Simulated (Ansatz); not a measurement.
**Rhodium, fcc: B3LYP at the BLYP geometry**

How do the levels change when part of the exchange is made exact, and what does it cost? Spin polarisation is left out. The cell comes from an earlier BLYP relaxation. Exact exchange is dear, so the k-mesh is coarse, and BLYP is run on the same mesh for comparison.

Computed with Ansatz 0.2.0 (DFT, plane waves (420 eV) with PBE-made PAW files, scalar-relativistic; functionals as named at each step, unless a step says otherwise).

## (1) The system as given

The structure is cubic, space group Fm-3m (No. 225). Conventional cell: a = 3.902 Å, b = 3.902 Å, c = 3.902 Å, α = 90.00°, β = 90.00°, γ = 90.00°. Rh (site symmetry m-3m) has 12 Rh at 2.76 Å as nearest neighbours.

As a file:

```xyz
1
Lattice="0.0000 1.9508 1.9508 1.9508 0.0000 1.9508 1.9508 1.9508 0.0000" Properties=species:S:1:pos:R:3 pbc="T T T"
Rh    0.0000    0.0000    0.0000
```

## (2) BLYP on the coarse mesh

The run with BLYP.

input.yaml

```yaml
crystal:
  lattice:
    - [0.0, 1.9508486661, 1.9508486661]
    - [1.9508486661, 0.0, 1.9508486661]
    - [1.9508486661, 1.9508486661, 0.0]
  atoms:
    - { symbol: Rh, position: [0.0, 0.0, 0.0] }
hamiltonian:
  xc: blyp
  pseudopotentials:
    kind: paw
    azcp:
      Rh: "pseudopotentials/Rh.paw.azcp"
basis:
  ecutwfc: 420
  fft_grid_basis: typed
kpoints:
  mp_grid: { grid: [7, 7, 7], shift: [0, 0, 0] }
magnetization:
  spin_polarized: false
scf:
  occupations: { method: fermi_dirac, width: 0.1 }
```

Standard output:

```text
Warning: RAYON_NUM_THREADS=4 ignored (pool sized by the plan → 4); use --threads N
Engine: ansatz 0.2.0, x86_64-unknown-linux-gnu
Pseudopotentials: kind: paw
Pseudopotential: Rh, paw, valence charge 17, recommended cutoff 420 eV (normal), <dir>
Functional definition: BLYP
  parameter beta = 0.0042
  parameter a = 0.04918
  parameter b = 0.132
  parameter c = 0.2533
  parameter d = 0.349
  exchange = b88_x(beta = beta)
  correlation = lyp_c(a = a, b = b, c = c, d = d)
Crystal: 1 atoms, lattice volume = 14.849 Å³
Basis set: ecut = 420 eV, 283 PW (Γ), exchange–correlation on 40×40×40 points (8 copies of the dense FFT grid, shifted against one another)
Bands: 13, of which v1, the nominal top of the filled ones, is band 9 counted from 1 (8 counted from 0)
Symmetry: 48 space group operations
Space group: Fm-3m (ITA 225), of the structure as read, at distance tolerance 2.5e-5 Å
k-points: 20 of 343
Non-local potential: Rh, projectors of the file, l = 0: 3, l = 1: 2, l = 2: 2, l = 3: 1
PAW form: soft (Blöchl's): semilocal exchange-correlation on the pseudo side does not see the compensation charge
PAW frozen core: Rh, regenerated for the run's functional, and the local potential with it (the file was generated under x = pbe(κ = 0.804, μ = 0.2195149727645171), c = pbe(β = 0.06672455060314922))
PAW one-centre angular grid: Rh, 590 points (default); XC on 64 Gauss nodes
Initial density: superposition of atomic densities (neutral atoms: chi_scale 0, normalization atom), corrected by the library's trained network
Initial wavefunctions: pseudopotential atomic-orbital guess
Functional: x = b88, c = lyp
SCF iter   1: F=—  HF=-6417.196003 eV  |F-HF|=—  |Δ(HF+E_count)|=         —  Δρ=1.75e-2  dr2=4.27e-2  ethr=1.77e-3  ⟨swp⟩=4.8  Hψ=1409  notcnv=0
preconditioner: auto → none  [metal: Δε(μ)=0.137 eV  Ē_g=13.277 eV  σ=0.100 eV  W_gap=0.30  n_scr=8 (ndim 8)  ℏωp=28.9 eV  f_vac=0.000  D(μ)=1.06/eV (n_scr^D=14)  sad-step TF]
SCF iter   2: F=—  HF=-6417.186510 eV  |F-HF|=—  |Δ(HF+E_count)|=   9.49e-3  Δρ=7.15e-3  dr2=6.25e-3  ethr=2.51e-4  ⟨swp⟩=1.4  Hψ=431  notcnv=0
SCF iter   3: F=—  HF=-6417.186370 eV  |F-HF|=—  |Δ(HF+E_count)|=   1.40e-4  Δρ=1.86e-3  dr2=2.01e-4  ethr=3.68e-5  ⟨swp⟩=2.2  Hψ=330  notcnv=0
SCF iter   4: F=—  HF=-6417.186583 eV  |F-HF|=—  |Δ(HF+E_count)|=   2.13e-4  Δρ=1.52e-4  dr2=1.91e-6  ethr=1.18e-6  ⟨swp⟩=2.8  Hψ=432  notcnv=0
SCF iter   5: F=—  HF=-6417.186583 eV  |F-HF|=—  |Δ(HF+E_count)|=   7.53e-8  Δρ=2.34e-5  dr2=7.83e-8  ethr=1.12e-8  ⟨swp⟩=2.1  Hψ=364  notcnv=0
SCF iter   6: F=-6417.186583 eV  HF=-6417.186583 eV  |F-HF|=3.33e-10  |Δ(HF+E_count)|=   1.49e-8  Δρ=2.26e-6  dr2=6.54e-10  ethr=4.61e-10  ⟨swp⟩=1.0  Hψ=711  notcnv=0
SCF 1 converged in 6 iterations: F = -6417.186583 eV  dr2 = 6.54e-10
SCF converged after 6 iterations
Free energy (F): -6417.186583 eV
Harris-Foulkes:  -6417.186583 eV  (|F-HF|=3.33e-10)
Internal energy: -6417.148978 eV  (E = F + TS)
E sigma→0 (E₀):  -6417.167780 eV
Entropy (-TS):   -0.037605 eV (-37.605 meV/atom)
Fermi energy:    20.786815 eV
--- Per-component energies (eV) ---
  E_band       = -107.352725
  E_kinetic    = 572.590494
  E_local      = -1662.186889  (includes V_loc(G=0)·N_el)
  E_nonlocal   = 355.105793
  E_hartree    = 585.336582
  E_xc         = -218.230613
  E_vxc        = -273.173459  (∫ρ·V_xc dr)
  E_paw        = -3604.777367  (= ΣΔE_a)
  E_vpaw       = -270.361511  (= ΣTr[D̂ρ^β])
  E_aug_tail   = 0.000855  (compensation charges beyond the density's cutoff)
  E_ewald      = -2445.075903
  E_core_change = 0.088071  (= ΣΔE_core)
  E_smearing   = -0.037605  (= −TS)
  E_closure    = 0.000000  (closes the sum)
  Σ components = -6417.186583   (vs F -6417.186583, Δ=0.00e0)
```

It took 1.5 s on 4 threads of an x86-64 CPU, shared host; peak memory 0.37 GiB.

## (3) B3LYP, coarse mesh

The run with B3LYP.

Edit input.yaml of step 2 so:

```diff
@@ -8,3 +8,3 @@
 hamiltonian:
-  xc: blyp
+  xc: b3lyp
   pseudopotentials:
```

Standard output:

```text
Warning: RAYON_NUM_THREADS=4 ignored (pool sized by the plan → 4); use --threads N
Engine: ansatz 0.2.0, x86_64-unknown-linux-gnu
Pseudopotentials: kind: paw
Pseudopotential: Rh, paw, valence charge 17, recommended cutoff 420 eV (normal), <dir>
Functional definition: B3LYP
  parameter a0 = 0.2
  parameter ax = 0.72
  parameter ac = 0.81
  exchange = (1 - a0 - ax)*slater_x + ax*b88_x + a0*exact_x
  correlation = (1 - ac)*vwn_rpa_c + ac*lyp_c
Crystal: 1 atoms, lattice volume = 14.849 Å³
Basis set: ecut = 420 eV, 283 PW (Γ), exchange–correlation on 40×40×40 points (8 copies of the dense FFT grid, shifted against one another)
Bands: 13, of which v1, the nominal top of the filled ones, is band 9 counted from 1 (8 counted from 0)
Symmetry: 48 space group operations
Space group: Fm-3m (ITA 225), of the structure as read, at distance tolerance 2.5e-5 Å
k-points: 20 of 343
Non-local potential: Rh, projectors of the file, l = 0: 3, l = 1: 2, l = 2: 2, l = 3: 1
PAW form: soft (Blöchl's): semilocal exchange-correlation on the pseudo side does not see the compensation charge
PAW frozen core: Rh, regenerated for the run's functional, and the local potential with it (the file was generated under x = pbe(κ = 0.804, μ = 0.2195149727645171), c = pbe(β = 0.06672455060314922))
PAW one-centre angular grid: Rh, 590 points (default); XC on 64 Gauss nodes
Initial density: superposition of atomic densities (neutral atoms: chi_scale 0, normalization atom), corrected by the library's trained network
Initial wavefunctions: pseudopotential atomic-orbital guess
Functional: x = 0.1 slater + 0.9 b88, c = 0.19 vwn_rpa + 0.81 lyp, warm-up for x = 0.08 slater + 0.72 b88 + 0.2 exact, c = 0.19 vwn_rpa + 0.81 lyp
SCF iter   1: F=—  HF=-6413.147381 eV  |F-HF|=—  |Δ(HF+E_count)|=         —  Δρ=1.56e-2  dr2=3.34e-2  ethr=1.77e-3  ⟨swp⟩=7.4  Hψ=1114  notcnv=0
preconditioner: auto → none  [metal: Δε(μ)=0.136 eV  Ē_g=13.266 eV  σ=0.100 eV  W_gap=0.30  n_scr=8 (ndim 8)  ℏωp=28.9 eV  f_vac=0.000  D(μ)=1.06/eV (n_scr^D=14)  sad-step TF]
SCF iter   2: F=—  HF=-6413.139989 eV  |F-HF|=—  |Δ(HF+E_count)|=   7.39e-3  Δρ=6.84e-3  dr2=5.58e-3  ethr=1.97e-4  ⟨swp⟩=2.0  Hψ=478  notcnv=0  defer=1
iter 3 solved again at ethr=9.13e-7 eV; its pass at ethr=3.28e-5 eV (dr2=1.55e-4 eV) is discarded
SCF iter   3: F=—  HF=-6413.139937 eV  |F-HF|=—  |Δ(HF+E_count)|=   5.19e-5  Δρ=1.63e-3  dr2=1.56e-4  ethr=9.13e-7  ⟨swp⟩=2.9  Hψ=1001  notcnv=0
SCF iter   4: F=—  HF=-6413.140095 eV  |F-HF|=—  |Δ(HF+E_count)|=   1.58e-4  Δρ=1.49e-4  dr2=1.36e-6  ethr=9.13e-7  ⟨swp⟩=2.6  Hψ=461  notcnv=0
SCF iter   5: F=—  HF=-6413.140096 eV  |F-HF|=—  |Δ(HF+E_count)|=   1.37e-6  Δρ=2.51e-5  dr2=4.19e-8  ethr=8.01e-9  ⟨swp⟩=3.1  Hψ=630  notcnv=0
SCF iter   6: F=—  HF=-6413.140096 eV  |F-HF|=—  |Δ(HF+E_count)|=   3.36e-9  Δρ=7.11e-6  dr2=4.21e-9  ethr=2.46e-10  ⟨swp⟩=3.0  Hψ=623  notcnv=0
SCF iter   7: F=-6413.140096 eV  HF=-6413.140096 eV  |F-HF|=1.80e-10  |Δ(HF+E_count)|=   1.02e-9  Δρ=1.77e-6  dr2=2.56e-10  ethr=2.48e-11  ⟨swp⟩=2.2  Hψ=453  notcnv=0
SCF 1 converged in 7 iterations: F = -6413.140096 eV  dr2 = 2.56e-10
Initial density: handed on by an earlier stage of this run
Initial wavefunctions: those handed on with the density
Functional: x = 0.08 slater + 0.72 b88 + 0.2 exact, c = 0.19 vwn_rpa + 0.81 lyp
Frozen-core exchange: fock
iter 1 solved again at ethr=3.43e-5 eV; its pass at ethr=1.00e-1 eV (dr2=5.83e-3 eV) is discarded
SCF iter   1: F=—  HF=-6414.445163 eV  |F-HF|=—  |Δ(HF+E_count)|=         —  Δρ=1.49e-2  dr2=1.12e-2  ethr=3.43e-5  ⟨swp⟩=3.6  Hψ=1121  notcnv=0
preconditioner: auto → none  [insulator: Δε(μ)=0.598 eV  Ē_g=15.121 eV  σ=0.100 eV  W_gap=0.90  n_scr=8 (ndim 8)  ℏωp=28.9 eV  f_vac=0.000  D(μ)=0.16/eV (n_scr^D=0)]
SCF iter   2: F=—  HF=-6414.443394 eV  |F-HF|=—  |Δ(HF+E_count)|=   1.77e-3  Δρ=6.49e-3  dr2=6.14e-3  ethr=3.43e-5  ⟨swp⟩=2.5  Hψ=464  notcnv=0
SCF iter   3: F=—  HF=-6414.443120 eV  |F-HF|=—  |Δ(HF+E_count)|=   2.75e-4  Δρ=2.04e-3  dr2=1.70e-4  ethr=6.16e-6  ⟨swp⟩=2.5  Hψ=457  notcnv=0
SCF iter   4: F=—  HF=-6414.443066 eV  |F-HF|=—  |Δ(HF+E_count)|=   5.34e-5  Δρ=1.20e-4  dr2=5.77e-7  ethr=1.00e-6  ⟨swp⟩=3.0  Hψ=542  notcnv=0
SCF iter   5: F=-6414.443066 eV  HF=-6414.443066 eV  |F-HF|=2.61e-8  |Δ(HF+E_count)|=   1.06e-7  Δρ=3.65e-5  dr2=5.12e-8  ethr=3.40e-9  ⟨swp⟩=3.2  Hψ=665  notcnv=0
SCF 2 converged in 5 iterations: F = -6414.443066 eV  dr2 = 5.12e-8
hybrid outer 1: dexx = +1.301e-2 eV, tail = 1.14e-2 eV
Frozen-core exchange: fock
SCF iter   1: F=—  HF=-6414.460118 eV  |F-HF|=—  |Δ(HF+E_count)|=         —  Δρ=5.44e-3  dr2=1.32e-3  ethr=3.34e-4  ⟨swp⟩=2.0  Hψ=520  notcnv=0
preconditioner: auto → none  [insulator: Δε(μ)=0.709 eV  Ē_g=15.147 eV  σ=0.100 eV  W_gap=0.84  n_scr=8 (ndim 8)  ℏωp=28.9 eV  f_vac=0.000  D(μ)=0.09/eV (n_scr^D=0)]
iter 2 solved again at ethr=2.36e-7 eV; its pass at ethr=3.45e-6 eV (dr2=4.01e-5 eV) is discarded
SCF iter   2: F=—  HF=-6414.459970 eV  |F-HF|=—  |Δ(HF+E_count)|=   1.48e-4  Δρ=1.10e-3  dr2=7.24e-4  ethr=2.36e-7  ⟨swp⟩=2.0  Hψ=890  notcnv=0
SCF iter   3: F=-6414.462045 eV  HF=-6414.462078 eV  |F-HF|=3.28e-5  |Δ(HF+E_count)|=   2.11e-3  Δρ=2.39e-3  dr2=2.36e-4  ethr=2.32e-7  ⟨swp⟩=3.0  Hψ=599  notcnv=0
SCF 3 stopped early in 3 iterations: F = -6414.462045 eV  dr2 = 2.36e-4
hybrid outer 2: dexx = +3.004e-3 eV, tail = 2.65e-3 eV, Δε = 3.51e-1 eV (about 8.75e-2 eV left of the loop's levels)
Frozen-core exchange: fock
SCF iter   1: F=—  HF=-6414.462312 eV  |F-HF|=—  |Δ(HF+E_count)|=         —  Δρ=1.12e-3  dr2=4.59e-5  ethr=1.46e-5  ⟨swp⟩=2.0  Hψ=520  notcnv=0
preconditioner: auto → none  [insulator: Δε(μ)=0.661 eV  Ē_g=15.152 eV  σ=0.100 eV  W_gap=0.76  n_scr=8 (ndim 8)  ℏωp=28.9 eV  f_vac=0.000  D(μ)=0.08/eV (n_scr^D=0)]
iter 2 solved again at ethr=6.26e-9 eV; its pass at ethr=1.54e-7 eV (dr2=1.06e-6 eV) is discarded
SCF iter   2: F=—  HF=-6414.462305 eV  |F-HF|=—  |Δ(HF+E_count)|=   6.76e-6  Δρ=1.72e-4  dr2=1.93e-5  ethr=6.26e-9  ⟨swp⟩=2.0  Hψ=887  notcnv=0
SCF iter   3: F=—  HF=-6414.462437 eV  |F-HF|=—  |Δ(HF+E_count)|=   1.31e-4  Δρ=3.35e-4  dr2=5.18e-6  ethr=6.26e-9  ⟨swp⟩=3.1  Hψ=629  notcnv=0
SCF iter   4: F=—  HF=-6414.462436 eV  |F-HF|=—  |Δ(HF+E_count)|=   6.25e-7  Δρ=4.70e-6  dr2=2.60e-6  ethr=6.26e-9  ⟨swp⟩=2.0  Hψ=443  notcnv=0
SCF iter   5: F=—  HF=-6414.462444 eV  |F-HF|=—  |Δ(HF+E_count)|=   8.46e-6  Δρ=1.36e-4  dr2=8.25e-7  ethr=7.90e-12  ⟨swp⟩=4.9  Hψ=972  notcnv=0
SCF iter   6: F=—  HF=-6414.462444 eV  |F-HF|=—  |Δ(HF+E_count)|=   9.75e-8  Δρ=4.33e-7  dr2=4.22e-7  ethr=7.90e-12  ⟨swp⟩=4.0  Hψ=705  notcnv=0
Mixer restart at iter 6: flushing history
SCF iter   7: F=—  HF=-6414.462446 eV  |F-HF|=—  |Δ(HF+E_count)|=   1.36e-6  Δρ=5.59e-5  dr2=1.36e-7  ethr=1.00e-12  ⟨swp⟩=5.0  Hψ=847  notcnv=0
SCF iter   8: F=-6414.462446 eV  HF=-6414.462446 eV  |F-HF|=3.59e-9  |Δ(HF+E_count)|=   2.12e-7  Δρ=2.67e-5  dr2=2.46e-8  ethr=1.00e-12  ⟨swp⟩=4.2  Hψ=730  notcnv=0
SCF 4 converged in 8 iterations: F = -6414.462446 eV  dr2 = 2.46e-8
hybrid outer 3: dexx = +9.504e-5 eV, tail = 1.61e-7 eV, Δε = 5.76e-2 eV (about 1.74e-3 eV left of the loop's levels)
hybrid SCF converged: 3 outer / 16 inner (+7 warm-up), last move |dexx| = 9.50e-5 eV, tail = 1.61e-7 eV
Stability not checked: this state was not tested for a lower state beside it, because the functional holds exact exchange (a hybrid, or Hartree-Fock), whose exchange loop this test does not read (fock_operator; see scf.lower_state_search)
Free energy (F): -6414.462446 eV
Frozen-core exchange: fock
Harris-Foulkes:  -6414.462446 eV  (|F-HF|=3.59e-9)
Internal energy: -6414.458985 eV  (E = F + TS)
E sigma→0 (E₀):  -6414.460715 eV
Entropy (-TS):   -0.003461 eV (-3.461 meV/atom)
Fermi energy:    20.105685 eV
--- Per-component energies (eV) ---
  E_band       = -148.661510
  E_kinetic    = 572.954172
  E_local      = -1661.439879  (includes V_loc(G=0)·N_el)
  E_nonlocal   = 354.968851
  E_hartree    = 584.388773
  E_xc         = -180.032546
  E_vxc        = -224.642677  (∫ρ·V_xc dr)
  E_exx        = -55.175132  (= α·E_x^exact, valence–valence)
  E_paw        = -3584.749110  (= ΣΔE_a)
  E_vpaw       = -248.929820  (= ΣTr[D̂ρ^β])
  E_aug_tail   = 0.000849  (compensation charges beyond the density's cutoff)
  E_ewald      = -2445.075903
  E_core_change = -0.299061  (= ΣΔE_core)
  E_smearing   = -0.003461  (= −TS)
  E_closure    = 0.000000  (closes the sum)
  Σ components = -6414.462446   (vs F -6414.462446, Δ=9.09e-13)
--- Band table (eV; the first three rows and the last of 20) ---
  k-point 0: bands = ["-62.3379", "-28.7327", "-28.7327", "-28.7327", "12.0812", "16.6862", "16.6862", "16.6862", "18.3785", "18.3785", "37.5172"]
  k-point 1: bands = ["-62.3209", "-28.8604", "-28.7519", "-28.7519", "12.8720", "16.4551", "16.9483", "16.9483", "18.3235", "18.3235", "38.3880"]
  k-point 2: bands = ["-62.2811", "-29.1377", "-28.7921", "-28.7921", "13.9873", "16.8754", "16.8754", "17.3565", "19.1703", "19.1703", "35.0498"]
  k-point 19: bands = ["-62.2169", "-29.1947", "-29.1546", "-28.9543", "14.7538", "15.6150", "16.7562", "18.4308", "21.2969", "29.3990", "30.1934"]
  guard bands above this table: 2 of the run's 13 bands. The solve was not asked for them (output.publish_guard_bands: true or output.eigenvalues: true publishes all)
```

Wall time 5.8 s (4 threads of an x86-64 CPU, shared host); peak memory 0.81 GiB.

## (4) Side by side

```
functional               gap on the mesh  Fermi energy (eV)  SCF cycles  exchange loops  CPU time
      BLYP  none (levels filled in part)             20.787           6               -    0.57 s
     B3LYP  none (levels filled in part)             20.106          23               3      12 s
```

## (5) Summary of results

| quantity | value |
| --- | --- |
| BLYP: gap | none (levels filled in part) |
| B3LYP: gap | none (levels filled in part) |
| B3LYP: SCF cycles, exchange loops | 23, 3 |
| B3LYP: CPU time over that of BLYP | 21 |

Both BLYP and B3LYP leave levels filled in part. The hybrid took 21 times as much CPU time as BLYP on the same settings. The exchange operator of B3LYP was renewed in 3 outer loops. The cell taken over is 8 % larger than the measured one (13.75 Å³/atom, COD). Absolute energies differ from functional to functional, by eV per atom at times, and say nothing by themselves.
